Density functional calculations with Ansatz 0.2.0 (PBEsol, plane-wave PAW, scalar-relativistic, no spin polarisation) for diamond-type Si in a four-atom cell, strained along a with b, c and the atoms relaxed. Cutoff 420 eV, k mesh 10×10×8, Gaussian smearing 0.02 eV. Changes are relative to the unstrained crystal, and band gaps are those on the k mesh, except the printed gap of row −2, which lies slightly below its mesh value.

```
strain (%)  energy change (meV/atom)  volume change (%)  c change (%)  band gap (eV)
        -6                      38.5              -3.55          2.09          0.000
        -4                      16.8              -2.34          1.43          0.000
        -2                       4.1              -1.15          0.71          0.242
         2                       3.8               1.08         -0.77          0.273
         4                      14.7               2.12         -1.56          0.034
         6                      31.8               2.96         -2.43          0.000
```

Squeezing this silicon crystal by 2 % leaves a band gap of about a quarter of an electronvolt, and stretching it by 2 % does much the same. The unstrained crystal, computed in the same way, has a gap of 0.469 eV. Both signs of strain therefore narrow the gap, and the question is why. The strain is the change of the cell edge a, which lies along the cubic [110] direction; c lies along [001], b is perpendicular to both, and b and c were free to relax.

The tempting answer is volume: atoms pushed together overlap more, the bands broaden and the gap closes. That account ties the gap to the volume change, which is −1.15 % in row −2 and +1.08 % in row 2. A gap that followed volume would fall in one of these rows and rise in the other, yet it falls in both. Volume does have an effect on silicon's gap, but a small one: its rough known strength gives a fall of some 0.05 eV in row −6, where the whole fall is 0.71 eV.

A better candidate is a smooth response that ignores the sign of the strain, as the energy of a spring does. The energy change, counted from the unstrained crystal, behaves in this way: from row −2 to row −6 the strain triples and the energy grows 9.4 times, close to the square. The fall of the gap grows only 3.3 times over the same step, and 3.1 times from row 2 to row 6. The gap thus drops almost in proportion to the size of the strain, which points to a kink at zero strain where the energy has a smooth minimum.

The printed zeros hide any overlap of the bands, so in every row these ratios use a signed gap from the same calculations: the lowest level of the first conduction band less the highest level of the last valence band, negative when the bands overlap. It is −0.245 eV in row −6 and −0.140 eV in row 6, while in row −4 the bands touch on the mesh and may overlap slightly between its points. In row −2 the signed gap is 0.253 eV against the printed 0.242 eV, and the outputs do not say how the lower value was found; the lowest mesh point in the plane lies four fifths of the way to the zone boundary, off the valley minimum, and a miss of about this size is expected there. The k mesh can miss the true band edges, which makes a gap look too large, and it samples the valleys in the plane and those along c at different distances from their lowest points. The small difference between rows −2 and 2 is therefore not interpreted.

A kink is what split levels produce. In the cubic crystal the top of the valence band consists of three levels of equal energy, built from p orbitals pointing in three perpendicular directions. The bottom of the conduction band consists of six equal valleys, two along each cubic axis. Strain makes the directions unequal, so some levels of each set move up and others down, in proportion to the strain. The gap is measured from the highest valence level to the lowest valley, so it narrows whichever of them moved.

Theory also says which ones move: a valence level whose orbitals point along a shortened direction rises, and a valley along a shortened cubic axis falls. In row −2 the edge a is shortened, and with it the two cubic axes that lie at 45° to it in the plane of a and b. In row 2 these axes lengthen, and c shrinks by 0.77 %. The calculation bears out the exchange of valleys: the lowest one found lies in the plane in row −2 and along c in row 2.

The energy has no such kink because it adds up all the filled levels. To first order, the valence levels that rise are balanced by those that sink. The unstrained crystal is also relaxed, so no term linear in the strain is left in its total energy. The gap depends only on the outermost levels, where nothing balances the shift.

Row −2 can be estimated by hand. Let $p$ be the mean strain of a and b, $s$ half the size of their difference, $m$ the mean strain of all three edges and $v$ the relative volume change. For compression along a, the fall of the gap is

$$F \approx 6.6\,(m-p) + \sqrt{3}\cdot 5.0\,s + 9.0\,(m-p) - 1.5\,v \quad \text{(in eV)}.$$

The first two terms raise the valence top, the third lowers the valleys in the plane, and the last is the effect of volume. The constants are rough, recalled deformation potentials of silicon, not adjusted to this table.

The strain of b follows from the volume and the other two edges: $0.9885/(0.98\times1.0071)-1\approx0.0016$. Then

$$p=\tfrac{1}{2}(-0.0200+0.0016)=-0.0092,\qquad s=\tfrac{1}{2}(0.0200+0.0016)=0.0108,$$

$$m=\tfrac{1}{3}(-0.0200+0.0016+0.0071)=-0.0038,\qquad m-p=0.0054.$$

With $v=-0.0115$ the four terms give

$$F\approx0.036+0.094+0.049+0.017\approx0.20\ \text{eV}.$$

The calculation gives $0.469-0.253=0.216$ eV. Most of the estimated fall comes from the splittings and less than a tenth from volume. Under stretch the estimate puts the levels and valleys along c outermost: the strain of c replaces $p$, and the term in $s$ drops out.

Over the six rows this estimate yields between 75 and 91 % of the computed fall, so it has the right size but is always too small. In proportion, the shortfall is largest in row 4. A likely reason in the stretched rows is that shear also couples the valleys along c to a neighbouring band at the zone boundary and pulls them lower. On the k mesh, the lowest conduction state of row 4 does sit at that boundary. The four-atom cell folds this point onto the zone centre, so the gap there looks direct although in the primitive cell it is not. The smallest direct gap on the mesh, which is expected at this folded point, supports the coupling: it exceeds the gap by 0.129 eV in the unstrained crystal, by 0.031 eV in row 2 and by nothing in row 4, so the boundary end of the valley sinks faster than the rest. It also drops in row −2, by 0.251 eV although c lengthens, as a coupling that ignores the sign of the shear would, but there it stays 0.094 eV above the valleys in the plane. This reason does not cover the compressed rows, where the estimate puts the valleys in the plane lowest; their shortfall is left open.

Two fits compare the explanations that remain. A least-squares fit of a straight law in the size of the strain to all six rows, with the fall set to zero at zero strain, gives 0.11 eV for each per cent of strain of either sign, with a typical miss of 0.03 eV. A fit of the same kind to the square of the strain misses by 0.11 eV. In proportion to the fall it fails most at small strain, where it allows a fall of only 0.08 eV in rows −2 and 2 against the computed 0.2 eV.

The slope can be expected to carry over to real silicon better than the zeros do. The PBEsol functional makes silicon's gap too small by roughly 0.7 eV, more than the overlap in any row, so the table is no evidence that strained silicon turns metallic. Spin–orbit coupling, which is left out, would lower one of the three valence levels slightly from the start and so change the slope at small strain. The two that remain on top would still split. For another direction of load, the first thing to ask is which directions become shorter, and whether the equal levels and valleys differ in how they point along them.
